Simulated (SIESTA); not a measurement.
The system is AlRu.

```
Ru Al
1.0
     2.99160    0.00000    0.00000
     0.00000    2.99160    0.00000
     0.00000    0.00000    2.99160
Ru Al
1 1
Direct
  0.50000 0.50000 0.50000
  0.00000 0.00000 0.00000
```

| Item | Value |
| --- | --- |
| Program | SIESTA 5.4.2 |
| Task | single point |
| Functional | PBE |
| Potentials or basis | PseudoDojo 0.4 standard (PBE files) |
| Basis | DZP (energy shift 0.002 Ry; radii capped at 9.5 bohr) |
| Grid cutoff | 800 Ry |
| Energy shift | 0.002 Ry |
| k mesh | 9 × 9 × 9 |
| Occupations | fermi-dirac, width 0.05 eV |
| Spin | no spin polarisation |

On this cell: pressure 3.6 GPa; largest force zero by symmetry; band gap on the k mesh none (metal or under the smearing width).

The same run follows on a disturbed copy (atoms moved at random, drawn with an rms of 0.05 Å):

```
Ru Al
1.0
     2.99160    0.00000    0.00000
     0.00000    2.99160    0.00000
     0.00000    0.00000    2.99160
Ru Al
1 1
Direct
  0.49700 0.51102 0.48780
  0.99568 0.99117 0.01002
```

Q: What changes?

A: The energy (extrapolated to zero smearing) moves by +16.9 meV/atom; pressure 4.2 GPa; largest force 0.762 eV/Å; band gap on the k mesh none (metal or under the smearing width).

Forces on the atoms (eV/Å):
```
Ru  -0.032 -0.506  0.564
Al   0.034  0.508 -0.567
```

Stress tensor (GPa, compression positive):
```
 4.48  0.04 -0.04
 0.04  4.15 -0.66
-0.04 -0.66  4.07
```

Caveats: semicore shells carry a single zeta, which can move pressures by several GPa and volumes by a few percent; the basis of atomic orbitals isn't converged, which shifts pressures, moduli and gaps.
